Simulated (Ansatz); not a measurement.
Input file for Ansatz (a quantum-chemistry and plane-wave program):

Ansatz 0.2 input:
```yaml
crystal:
  lattice:
    - [4.3793362455, 0.0, 0.0]
    - [0.0, 4.3793362455, 0.0]
    - [0.0, 0.0, 2.8644956465]
  atoms:
    - { symbol: Ge, position: [0.5, 0.5, 0.5] }
    - { symbol: Ge, position: [0.0, 0.0, 0.0] }
    - { symbol: O, position: [0.69417524, 0.69417524, 0.0] }
    - { symbol: O, position: [0.30582476, 0.30582476, 0.0] }
    - { symbol: O, position: [0.80582476, 0.19417524, 0.5] }
    - { symbol: O, position: [0.19417524, 0.80582476, 0.5] }
kpoints:
  mp_grid: { grid: [6, 6, 9] }
hamiltonian:
  xc: lda
  pseudopotentials: { kind: paw }
scf:
  occupations: { method: fixed }
phonons:
  method: dfpt
  response_accuracy: low
  qmesh: [2, 2, 3]
  interpolated_qmesh: [12, 12, 19]
  dielectric: true
  rigid_motions: translations
  temperatures: { t_max: 1000, t_step: 50 }
  qpath:
    path:
      - [[0.0, 0.0, 0.0], [0.0, 0.5, 0.0], [0.5, 0.5, 0.0], [0.0, 0.0, 0.0], [0.0, 0.0, 0.5], [0.0, 0.5, 0.5], [0.5, 0.5, 0.5], [0.0, 0.0, 0.5]]  # Γ-X-M-Γ-Z-R-A-Z
      - [[0.0, 0.5, 0.0], [0.0, 0.5, 0.5]]  # X-R
      - [[0.5, 0.5, 0.0], [0.5, 0.5, 0.5]]  # M-A
    npoints: 9
```

Output (shortened):

```
WARN phonons: the dynamical matrix that this run interpolates holds no multipole term above the dipole-dipole one, and a site of this crystal is no centre of …
Pseudopotential: Ge, paw, valence charge 14
Pseudopotential: O, paw, valence charge 6
Functional definition: SPW92
Crystal: 6 atoms, lattice volume = 54.937 Å³
Basis set: ecut = 420 eV, 1073 PW (Γ), exchange–correlation on 60×60×40 points (8 copies of the dense FFT grid, shifted against one another)
Bands: 32, of which v1, the nominal top of the filled ones, is band 26 counted from 1 (25 counted from 0)
Symmetry: 16 space group operations
k-points: 164 of 324 (irreducible under 1 space group operation, time reversal used)
SCF 1 converged in 8 iterations: F = -10652.994639 eV  dr2 = 5.15e-11
── the response to a field inside a basis, on 6×6×10 k-points: an SCF that follows is theirs, and a resumed run solves both again ──
Crystal: 6 atoms, lattice volume = 54.937 Å³
Bands: 27, of which v1, the nominal top of the filled ones, is band 26 counted from 1 (25 counted from 0)
k-points: 30 of 360
SCF 1 converged in 4 iterations: F = -10652.974550 eV  dr2 = 4.93e-8
WARN: field response: ε∞ stands inside a basis, on 6×6×10 points …
SCF converged after 8 iterations
Free energy (F): -10652.994639 eV
Harris-Foulkes:  -10652.994639 eV  (|F-HF|=9.09e-12)
Internal energy: -10652.994639 eV  (E = F + TS)
E sigma→0 (E₀):  -10652.994639 eV
Fermi energy:    10.303380 eV
--- Per-component energies (eV) ---
  E_band       = -194.977757
  E_kinetic    = 931.439405
  E_local      = -5453.638601  (includes V_loc(G=0)·N_el)
  E_nonlocal   = 1059.869110
  E_hartree    = 2290.359404
  E_xc         = -439.918862
  E_vxc        = -503.501038  (∫ρ·V_xc dr)
  E_paw        = -4489.092747  (= ΣΔE_a)
  E_vpaw       = -809.876074  (= ΣTr[D̂ρ^β])
  E_aug_tail   = 0.010517  (compensation charges beyond the density's cutoff)
  E_ewald      = -4556.227204
  E_core_change = 4.204338  (= ΣΔE_core)
  E_smearing   =  0.000000  (= −TS)
  E_closure    =  0.000000  (closes the sum)
  Σ components = -10652.994639   (vs F -10652.994639, Δ=0.00e0)
--- Band table (eV; the first three rows and the last of 164) ---
  k-point 0: bands = ["-14.3149", "-14.0638", "-13.9172", "-13.9172", "-13.9097", "-13.8325", "-13.8281", "-13.7832", "-13.7810", "-13.7810", "-10.8062", "-7.5947", "-7.5947", "-6.6960", "-0.1383", "4.6645", "4.6645", "5.2100", "5.5163", "6.9088", "7.7928", …
  k-point 1: bands = ["-14.2832", "-14.0336", "-13.9554", "-13.9554", "-13.8978", "-13.8335", "-13.8253", "-13.7894", "-13.7894", "-13.7832", "-10.6725", "-7.4648", "-7.4648", "-6.7202", "-0.1732", "4.8071", "4.8071", "4.9460", "5.6497", "6.3995", "7.2354", …
  k-point 2: bands = ["-14.2023", "-14.0499", "-14.0499", "-13.9692", "-13.8641", "-13.8307", "-13.8179", "-13.8089", "-13.8089", "-13.7836", "-10.2713", "-7.1254", "-7.1254", "-6.8508", "-0.2472", "4.5301", "4.7398", "5.1950", "5.1950", "6.0410", "6.4064", …
  k-point 163: bands = ["-14.2216", "-14.2216", "-13.9997", "-13.9997", "-13.8444", "-13.8444", "-13.7909", "-13.7909", "-13.7739", "-13.7739", "-8.0666", "-8.0666", "-6.6114", "-6.6114", "-0.0781", "-0.0781", "3.4108", "3.4108", "6.5574", "6.5574", "6.6782", …
--- Phonons (Γ-DFPT): 4 representative perturbations + reference, on 164 of 324 k-points (Σ response iterations 12) ---
  ASR residual: 1.030e-4 → 0.000e0 eV/Å²; symmetrization residual: 4.802e-5 eV/Å²
  ASR residual per site (eV/Å²): 1.01e-4 1.01e-4 1.03e-4 1.03e-4 1.03e-4 1.03e-4
  Γ frequencies (cm⁻¹): 0.00 0.00 0.00 151.04 207.53 299.93 299.93 361.72 361.72 448.65 500.68 520.82 520.82 642.62 643.51 643.51 688.57 841.81
  ε∞ (high-frequency dielectric tensor):
        4.210340     0.000000     0.000000
        0.000000     4.210340     0.000000
        0.000000     0.000000     4.531249
  ε⁰ (static dielectric tensor: ions relaxed, cell fixed):
       14.471109     0.000000     0.000000
        0.000000    14.471109     0.000000
        0.000000     0.000000    10.800305
  ε⁰ − ε∞ (ionic part):
       10.260770     0.000000     0.000000
        0.000000    10.260770     0.000000
        0.000000     0.000000     6.269056
  softest optical mode at Γ: 151.04 cm⁻¹; the repairs (sum rule, projections) moved no ω² at Γ by more than (4.21 cm⁻¹)²
  Born effective charges Z* (e; rows j = field, columns β = displacement):
    site 0:
         4.09952   -0.56581    0.00000
        -0.56581    4.09952    0.00000
         0.00000    0.00000    4.41433
    site 1:
         4.09952    0.56581    0.00000
         0.56581    4.09952    0.00000
         0.00000    0.00000    4.41433
    site 2:
        -2.04976   -0.71276    0.00000
        -0.71276   -2.04976    0.00000
         0.00000    0.00000   -2.20717
    site 3:
        -2.04976   -0.71276    0.00000
        -0.71276   -2.04976    0.00000
         0.00000    0.00000   -2.20717
    site 4:
        -2.04976    0.71276    0.00000
         0.71276   -2.04976    0.00000
         0.00000    0.00000   -2.20717
    site 5:
        -2.04976    0.71276    0.00000
         0.71276   -2.04976    0.00000
         0.00000    0.00000   -2.20717
  Z* charge neutrality: 6.336e-3 e pre-enforcement
  solved inside a basis spanned on kpoints, on 6×6×10 k-points, its susceptibility summed on 10×10×14: ε∞ is read to err by 1.3e-2, Z* by 2.2e-2 e (field_mesh …
  optical modes at Γ without the LO–TO term, one row a degenerate level:
      ω (cm⁻¹)  modes    IR ((D/Å)²/amu)
        151.04      1             0.0000
        207.53      1             0.0000
        299.93      2            38.5292
        361.72      2             1.8314
        448.65      1             0.0000
        500.68      1            40.4791
        520.82      2             0.0000
        642.62      1             0.0000
        643.51      2            35.7296
        688.57      1             0.0000
        841.81      1             0.0000
  optical modes at Γ + LO–TO along q̂ = [1.0000, 0.0000, 0.0000]:
      ω (cm⁻¹)  modes    IR ((D/Å)²/amu)
        151.04      1             0.0000
        207.53      1             0.0000
        299.93      1            19.2646
        357.91      1             0.0869
        361.72      1             0.9157
        445.39      1             5.2888
        448.65      1             0.0000
        500.68      1            40.4791
        520.82      2             0.0000
        642.62      1             0.0000
        643.51      1            17.8648
        688.57      1             0.0000
        811.94      1            32.6695
        841.81      1             0.0000
  optical modes at Γ + LO–TO along q̂ = [0.0000, 1.0000, 0.0000]:
      ω (cm⁻¹)  modes    IR ((D/Å)²/amu)
        151.04      1             0.0000
        207.53      1             0.0000
        299.93      1            19.2646
        357.91      1             0.0869
        361.72      1             0.9157
        445.39      1             5.2888
        448.65      1             0.0000
        500.68      1            40.4791
        520.82      2             0.0000
        642.62      1             0.0000
        643.51      1            17.8648
        688.57      1             0.0000
        811.94      1            32.6695
        841.81      1             0.0000
  optical modes at Γ + LO–TO along q̂ = [0.0000, 0.0000, 1.0000]:
      ω (cm⁻¹)  modes    IR ((D/Å)²/amu)
        151.04      1             0.0000
        207.53      1             0.0000
        299.93      2            38.5292
        361.72      2             1.8314
        448.65      1             0.0000
        520.82      2             0.0000
        642.62      1             0.0000
        643.51      2            35.7296
        688.57      1             0.0000
        772.98      1            40.4791
        841.81      1             0.0000
  non-analytic LO–TO correction: the dipole-dipole term of the run's Born effective charges and high-frequency dielectric tensor (where they are solved with …
--- Phonons (arbitrary-q DFPT): 6 irreducible q on the 2×2×3 mesh ---
  q = [0.0000, 0.0000, 0.0000] (star 1, of the zone-centre solve; hermiticity 3.34e-6, symmetrization 1.81e-6):  0.00  0.00 0.00 151.04 207.53 299.93 299.93 361.72 361.72 448.65 500.68 520.82 520.82 642.62 643.51 643.51 688.57 841.81
  q = [0.0000, 0.0000, 0.3333] (star 2, 4 solved perturbations in 594 linear systems a pass and spin channel, the states on 180 of 324 k-point pairs; hermiticity 1.43e-6, symmetrization 9.82e-12): 159.88 159.88 264.48 278.85 278.85 318.74 318.74 324.33 372.14 …
  q = [0.0000, -0.5000, 0.0000] (star 2, 6 solved perturbations on 100 of 324 k-point pairs; hermiticity 8.46e-7, symmetrization 6.24e-14): 157.37 157.37 200.76 200.76 256.87 256.87 315.26 315.26 420.85 420.85 502.13 502.13 596.47 596.47 656.21 656.21 833.90 833.90
  q = [0.0000, -0.5000, 0.3333] (star 4, 6 solved perturbations on 180 of 324 k-point pairs; hermiticity 4.93e-7, symmetrization 1.48e-11): 193.50 193.50 209.62 209.62 291.43 291.43 355.35 355.35 389.61 389.61 524.66 524.66 614.90 614.90 707.75 707.75 791.59 791.59
  q = [-0.5000, -0.5000, 0.0000] (star 1, 4 solved perturbations in 330 linear systems a pass and spin channel, the states on 100 of 324 k-point pairs; hermiticity 9.58e-7, symmetrization 3.22e-13): 130.63 130.63 172.66 172.66 300.93 300.93 319.67 319.67 …
  q = [-0.5000, -0.5000, 0.3333] (star 2, 4 solved perturbations in 594 linear systems a pass and spin channel, the states on 180 of 324 k-point pairs; hermiticity 2.76e-7, symmetrization 6.63e-12): 165.94 165.94 245.80 245.80 312.74 312.74 341.55 341.55 …
  sum rule: each row above includes the acoustic sum rule's correction from the zone centre's row sums; it moved no ω² by more than (1.74 cm⁻¹)²
  mesh force constants: q→R imaginary residual 3.52e-18; ASR residual 1.030e-4 → 0.000e0 eV/Å²; symmetrization residual 2.132e-14 eV/Å²
  interpolated dispersion: 85 rows × 18 modes
  density of states and harmonic sums: on the 12×12×19 q-mesh, interpolated from the force constants of a 2×2×3 supercell (with the dipole–dipole term)
  largest difference from the sums on the solved wave vectors: F 4.14e-2 eV, S 6.33e-5 and C_V 2.11e-5 eV/K
  zero-point energy: 0.498998 eV/cell   skipped modes (ω ≤ 0): 3   left out of the sums: 6.09e-5 of the cell's modes …
```

Cost: roughly 15 core-minutes on shared cores.

Space group P4_2/mnm (rutile). The LDA relaxation kept the symmetry of its start. Spin–orbit coupling is left out wherever it is not named.

Potentials: the later of the program's two PAW sets.

Ansatz is a plane-wave DFT program.
